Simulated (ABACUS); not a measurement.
# BaZrO3 (Pm-3m) in ABACUS: reference runs

How does BaZrO3 come out in PBEsol? The cell is run as given and disturbed.

All numbers are computed with ABACUS 3.10.1; they aren't measurements. Logs are shortened: lines on timing, memory, paths and dates and some standing lists are left out, and cuts for length are marked.

## (1) The structure

Symmetry: Pm-3m, No. 221, cubic system. Conventional cell: a = 4.191 Å, b = 4.191 Å, c = 4.191 Å, α = 90.00°, β = 90.00°, γ = 90.00°. Ba (site symmetry m-3m) is surrounded by 12 O at 2.96 Å. Zr (site symmetry m-3m) has 6 O at 2.10 Å as nearest neighbours. O (site symmetry 4/mmm) has 2 Zr at 2.10 Å as nearest neighbours.

## (2) Single point, PBEsol

Input file INPUT:

```
INPUT_PARAMETERS
suffix              BaZrO3
calculation         scf
basis_type          pw
pseudo_dir          ./
symmetry            1
dft_functional      pbesol
ecutwfc             84
pseudo_rcut         7
nspin               1
nbands              24
ks_solver           dav
smearing_method     fd
smearing_sigma      0.00367493
scf_thr             1e-08
scf_nmax            100
mixing_type         broyden
mixing_beta         0.7
cal_force           1
cal_stress          1
kpar                4
```

Input file STRU:

```
ATOMIC_SPECIES
Ba 137.3270 Ba.upf
Zr 91.2240 Zr.upf
O 15.9990 O.upf

LATTICE_CONSTANT
1.8897261246

LATTICE_VECTORS
4.1913400000 0.0000000000 0.0000000000
0.0000000000 4.1913400000 0.0000000000
0.0000000000 0.0000000000 4.1913400000

ATOMIC_POSITIONS
Direct

Ba
0.0
1
0.0000000000 0.0000000000 0.0000000000 1 1 1

Zr
0.0
1
0.5000000000 0.5000000000 0.5000000000 1 1 1

O
0.0
3
0.5000000000 0.5000000000 0.0000000000 1 1 1
0.5000000000 0.0000000000 0.5000000000 1 1 1
0.0000000000 0.5000000000 0.5000000000 1 1 1
```

Input file KPT:

```
K_POINTS
0
Gamma
6 6 6 0 0 0
```

Potentials or basis: PseudoDojo NC SR 0.4.1 PBEsol standard, plane waves.

Command:

```bash
OMP_NUM_THREADS=1 mpirun -np 4 abacus > log
```

running log:

```text
ABACUS v3.10.1

               Atomic-orbital Based Ab-initio Computation at UStc

 ------------------------------------------------------------------------------------

 READING GENERAL INFORMATION
                           global_out_dir = OUT.BaZrO3/
                           global_in_card = INPUT
                               pseudo_dir = ./
                              orbital_dir =
                                    DSIZE = 4
                                    GSIZE = 1

 READING UNITCELL INFORMATION
                                    ntype = 3
                  lattice constant (Bohr) = 1.88973
              lattice constant (Angstrom) = 1

 READING ATOM TYPE 1
                               atom label = Ba
                      L=0, number of zeta = 1
                      L=1, number of zeta = 1
                      L=2, number of zeta = 1
             number of atom for this type = 1

 READING ATOM TYPE 2
                               atom label = Zr
                      L=0, number of zeta = 1
                      L=1, number of zeta = 1
                      L=2, number of zeta = 1
             number of atom for this type = 1

 READING ATOM TYPE 3
                               atom label = O
                      L=0, number of zeta = 1
                      L=1, number of zeta = 1
                      L=2, number of zeta = 1
             number of atom for this type = 3

                        TOTAL ATOM NUMBER = 5
DIRECT COORDINATES
    atom                   x                   y                   z     mag                  vx                  vy                  vz
taud_Ba1            0.0000000000        0.0000000000        0.0000000000  0.0000        0.0000000000        0.0000000000        0.0000000000
taud_Zr1            0.5000000000        0.5000000000        0.5000000000  0.0000        0.0000000000        0.0000000000        0.0000000000
taud_O1            0.5000000000        0.5000000000        0.0000000000  0.0000        0.0000000000        0.0000000000        0.0000000000
taud_O2            0.5000000000        0.0000000000        0.5000000000  0.0000        0.0000000000        0.0000000000        0.0000000000
taud_O3            0.0000000000        0.5000000000        0.5000000000  0.0000        0.0000000000        0.0000000000        0.0000000000

                          Volume (Bohr^3) = 496.884
                             Volume (A^3) = 73.6306

 Lattice vectors: (Cartesian coordinate: in unit of a_0)
             +4.19134                  +0                  +0
                   +0            +4.19134                  +0
                   +0                  +0            +4.19134
 Reciprocal vectors: (Cartesian coordinate: in unit of 2 pi/a_0)
            +0.238587                  -0                  +0
                   -0           +0.238587                  -0
                   +0                  -0           +0.238587
 The esolver type has been set to : ksdft_pw

                PAO radial cut off (Bohr) = 7

 Read in pseudopotential file is Ba.upf
                     pseudopotential type = NC
          exchange-correlation functional = PBESOL
                 nonlocal core correction = 1
                        valence electrons = 10
                                     lmax = 2
                           number of zeta = 3
                     number of projectors = 6
                           L of projector = 0
[... 5 lines left out ...]
                PAO radial cut off (Bohr) = 7

 Read in pseudopotential file is Zr.upf
                     pseudopotential type = NC
          exchange-correlation functional = PBESOL
                 nonlocal core correction = 1
                        valence electrons = 12
                                     lmax = 2
                           number of zeta = 4
                     number of projectors = 6
                           L of projector = 0
[... 5 lines left out ...]
                PAO radial cut off (Bohr) = 7

 Read in pseudopotential file is O.upf
                     pseudopotential type = NC
          exchange-correlation functional = PBESOL
                 nonlocal core correction = 1
                        valence electrons = 6
                                     lmax = 2
                           number of zeta = 2
                     number of projectors = 5
                           L of projector = 0
                           L of projector = 0
                           L of projector = 1
                           L of projector = 1
                           L of projector = 2
     initial pseudo atomic orbital number = 27

 SETUP THE ELECTRONS NUMBER
            electron number of element Ba = 10
      total electron number of element Ba = 10
            electron number of element Zr = 12
      total electron number of element Zr = 12
             electron number of element O = 6
       total electron number of element O = 18
            AUTOSET number of electrons:  = 40
[... 68 lines left out ...]
 SETUP K-POINTS
                                    nspin = 1
                   Input type of k points = Monkhorst-Pack(Gamma)
                                   nkstot = 216
                       right hand lattice = 1
(for reciprocal lattice: )
                             BRAVAIS TYPE = 1
                     BRAVAIS LATTICE NAME = 01. Cubic P (simple)
                                    ibrav = 1
                       right hand lattice = 1
(for k-lattice: )
                             BRAVAIS TYPE = 1
                     BRAVAIS LATTICE NAME = 01. Cubic P (simple)
                                    ibrav = 1
                       right hand lattice = 1
                        ROTATION MATRICES = 48
                               nkstot_ibz = 20
K-POINTS REDUCTION ACCORDING TO SYMMETRY
     IBZ    DIRECT_X    DIRECT_Y    DIRECT_Z  WEIGHT  ibz2bz
       1  0.00000000  0.00000000  0.00000000  0.0046       0
       2  0.16666667  0.00000000  0.00000000  0.0278       1
       3  0.33333333  0.00000000  0.00000000  0.0278       2
       4  0.50000000  0.00000000  0.00000000  0.0139       3
       5  0.16666667  0.16666667  0.00000000  0.0556       7
       6  0.33333333  0.16666667  0.00000000  0.1111       8
[... 12 lines left out ...]
      19  0.50000000  0.50000000  0.33333333  0.0278      93
      20  0.50000000  0.50000000  0.50000000  0.0046     129

                               nkstot now = 20
[... K-POINTS DIRECT COORDINATES: 20 rows ...]

           k-point number in this process = 5
       minimum distributed K point number = 5
[... stars of the k points ...]

[... K-POINTS CARTESIAN COORDINATES: 5 rows ...]

[... K-POINTS DIRECT COORDINATES: 5 rows ...]

 SETUP PLANE WAVES FOR WAVE FUNCTIONS
     energy cutoff for wavefunc (unit:Ry) = 84
              fft grid for wave functions = [ 48, 48, 48 ]
                    number of plane waves = 7249
                         number of sticks = 457

 PARALLEL PW FOR WAVE FUNCTIONS
     PROC   COLUMNS(POT)             PW
        1            457           7249
 --------------- sum -------------------
        1            457           7249

 SETUP NONLOCAL PSEUDOPOTENTIALS IN PLANE WAVE BASIS
 Ba non-local projectors:
 projector 1 L=0
 projector 2 L=0
 projector 3 L=1
 projector 4 L=1
 projector 5 L=2
 projector 6 L=2
 Zr non-local projectors:
 projector 1 L=0
 projector 2 L=0
 projector 3 L=1
 projector 4 L=1
 projector 5 L=2
 projector 6 L=2
 O non-local projectors:
 projector 1 L=0
 projector 2 L=0
 projector 3 L=1
 projector 4 L=1
 projector 5 L=2
      TOTAL NUMBER OF NONLOCAL PROJECTORS = 75

 Init Non-Local PseudoPotential table :
 Init Non-Local-Pseudopotential done.

                                     npwx = 6499

 Make real space PAO into reciprocal space.
       max mesh points in Pseudopotential = 701
     dq(describe PAO in reciprocal space) = 0.01
                                    max q = 1104

 number of pseudo atomic orbitals for Ba is 3
WARNING: norm of atomic wavefunction # 2 of atomic type Ba is 0.999994, renormalized
WARNING: norm of atomic wavefunction # 3 of atomic type Ba is 0.950193, renormalized

 number of pseudo atomic orbitals for Zr is 4
WARNING: norm of atomic wavefunction # 3 of atomic type Zr is 0.998132, renormalized
WARNING: norm of atomic wavefunction # 4 of atomic type Zr is 0.988444, renormalized

 number of pseudo atomic orbitals for O is 2
WARNING: norm of atomic wavefunction # 2 of atomic type O is 0.999978, renormalized

 -------------------------------------------
 SELF-CONSISTENT
 -------------------------------------------
                                 init_chg = atomic

 PW ALGORITHM --------------- ION=   1  ELEC=   1--------------------------------

 Density error is 1.4998136756
                          Error Threshold = 0.01
----------------------------------------------------------
     Energy           Rydberg                 eV
----------------------------------------------------------
 E_KohnSham     -256.3691272486      -3488.0809218685
 E_Harris       -250.3342996471      -3405.9728800394
 E_Fermi        0.9702565098         13.2010170550
----------------------------------------------------------
[... 87 lines left out ...]
 Density error is 1.98545885405e-09
                          Error Threshold = 1.11742725888e-10
----------------------------------------------------------
     Energy           Rydberg                 eV
----------------------------------------------------------
 E_KohnSham     -257.0373941892      -3497.1731600456
 E_KS(sigma->0) -257.0373941892      -3497.1731600456
 E_Harris       -257.0372416583      -3497.1710847559
 E_band         -6.7964206825        -92.4700472868
 E_one_elec     -50.1229608061       -681.9578675934
 E_Hartree      49.2612494141        670.2336826314
 E_xc           -58.1867258258       -791.6710191946
 E_Ewald        -197.9889569715      -2693.7779558889
 E_entropy(-TS) -0.0000000000        -0.0000000000
 E_descf        0.0000000000         0.0000000000
 E_exx          0.0000000000         0.0000000000
 E_Fermi        0.8028158600         10.9228701407
----------------------------------------------------------

 charge density convergence is achieved
 final etot is -3497.17316 eV
 EFERMI = 10.922870141 eV

 STATE ENERGY(eV) AND OCCUPATIONS    NSPIN == 1
 1/5 kpoint (Cartesian) = 0.0000 0.0000 0.0000 (6451 pws)
       1       -37.0896     0.00925926
       2       -15.4369     0.00925926
       3       -15.3004     0.00925926
       4       -15.3004     0.00925926
       5       -15.3004     0.00925926
       6       -6.44778     0.00925926
[... 120 lines left out ...]
      23        13.8543    3.83107e-27
      24        15.2758    1.72429e-39

------------------------------------------------------------------------------------------
 TOTAL-FORCE (eV/Angstrom)
------------------------------------------------------------------------------------------
                       Ba1         0.0000000000         0.0000000000         0.0000000000
                       Zr1         0.0000000000         0.0000000000         0.0000000000
                        O1         0.0000000000         0.0000000000         0.0000000000
                        O2         0.0000000000         0.0000000000         0.0000000000
                        O3         0.0000000000         0.0000000000         0.0000000000
------------------------------------------------------------------------------------------

----------------------------------------------------------------
 TOTAL-STRESS (KBAR)
----------------------------------------------------------------
       -10.2119884411         0.0000000000         0.0000000000
        -0.0000000000       -10.2119884411        -0.0000000000
         0.0000000000        -0.0000000000       -10.2119884411
----------------------------------------------------------------
 TOTAL-PRESSURE: -10.211988 KBAR

 --------------------------------------------
 !FINAL_ETOT_IS -3497.1731600455623266 eV
 --------------------------------------------
```

Run time: 9.6 s. Hardware: 4 MPI ranks of Intel Xeon 6975P-C (Granite Rapids), shared host; peak memory 0.56 GiB.

Results:

| Quantity | Value |
| --- | --- |
| Free energy | -3497.1732 eV |
| Pressure | -1.0 GPa |
| Band gap on the k mesh | 3.14 eV, indirect (least direct gap 3.34 eV) |

Caveat: this release of the barium file is off; there are fewer bands than atomic start orbitals, so a level may be missed at k points of high symmetry; spin-orbit coupling is left out, which moves the levels of the heavy elements. A k mesh can miss the band edges.

(Continued in part 2 of 2.)
